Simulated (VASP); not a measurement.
Write the native input for VASP 6.6.1 that does the following.

* Task: relaxation of the atoms
* Functional: LDA
* Potentials or basis: VASP PAW LDA potentials, release 64 (In_d, P)
* Cutoff: 600 eV
* k mesh: 8 × 8 × 8
* Occupations: gaussian, width 0.03 eV
* Spin: no spin polarisation
* Further INCAR settings: ALGO = Fast; EDIFF = 1e-07; IBRION = 2; EDIFFG = -0.01; NSW = 40

The structure of InP lies in POSCAR:

```
InP                                     
1.0
    0.0000000000      2.9142540919      2.9142540919
    2.9142540919      0.0000000000      2.9142540919
    2.9142540919      2.9142540919      0.0000000000
  In              P             
     1     1
Direct
     0.0000000000000000    0.0000000000000000    0.0000000000000000
     0.2500000000000000    0.2500000000000000    0.2500000000000000
```

One way to write it, as run:

INCAR

```
SYSTEM = InP
  ALGO = Fast
  EDIFF = 1E-7
  EDIFFG = -0.01
  ENCUT = 600
  GGA = CA
  IBRION = 2
  ISIF = 2
  ISMEAR = 0
  LASPH = .True.
  LCHARG = .False.
  LREAL = .False.
  LWAVE = .False.
  NELM = 80
  NSW = 40
  PREC = Accurate
  SIGMA = 0.03
```

KPOINTS

```
k-points
0
Gamma
  8 8 8
  0 0 0
```

Potentials or basis: VASP PAW LDA potentials, release 64 (In_d, P).

Command:

```sh
$ cat potpaw_LDA.64/In_d/POTCAR potpaw_LDA.64/P/POTCAR > POTCAR
$ mpirun -np 1 vasp_std > vasp.out
```

It gave:

* Pressure after relaxing: 0.0 GPa
* Band gap on the k mesh: 0.60 eV, direct

Caveat: the relaxation stopped at its first step, so nothing moved; spin-orbit coupling is left out, which moves the levels of the heavy elements.

Wall time 23 s on 1 thread of Intel(R) Xeon(R) 6975P-C (Granite Rapids) (shared host), peak memory 0.17 GiB.
